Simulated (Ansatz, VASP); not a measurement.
**MgS: VASP beside Ansatz**

```xyz
2
Lattice="2.5700 2.5700 0.0000 -2.5700 2.5700 0.0000 0.0000 2.5700 2.5700" Properties=species:S:1:pos:R:3 pbc="T T T"
Mg    0.0000    0.0000    0.0000
S     0.0000    2.5700    0.0000
```

Alike in both runs: task single point; functional PBEsol; k mesh 8 × 8 × 8; no spin polarisation.

|  | VASP | Ansatz |
| --- | --- | --- |
| version | VASP 6.6.1 | Ansatz 0.2.0 |
| potentials or method | VASP PAW PBE potentials, release 64 (Mg, S), cutoff 520 eV | all-electron LAPW, scalar-relativistic |
| occupations | gaussian, width 0.01 eV | fixed |

```csv
,VASP,Ansatz,Ansatz less VASP
gap on the k mesh at the Fermi level (eV),2.78,2.78,-0.003
pressure (GPa),1.8,2.0,+0.17
```

Ansatz ran all-electron here, so the differences hold the error of VASP's frozen core and of both bases.

Caveats: the PAW data sets were made with another functional, which shifts forces and pressure a little (VASP). A k mesh can miss the band edges. As with any semilocal functional, this PBEsol gap is likely too small.
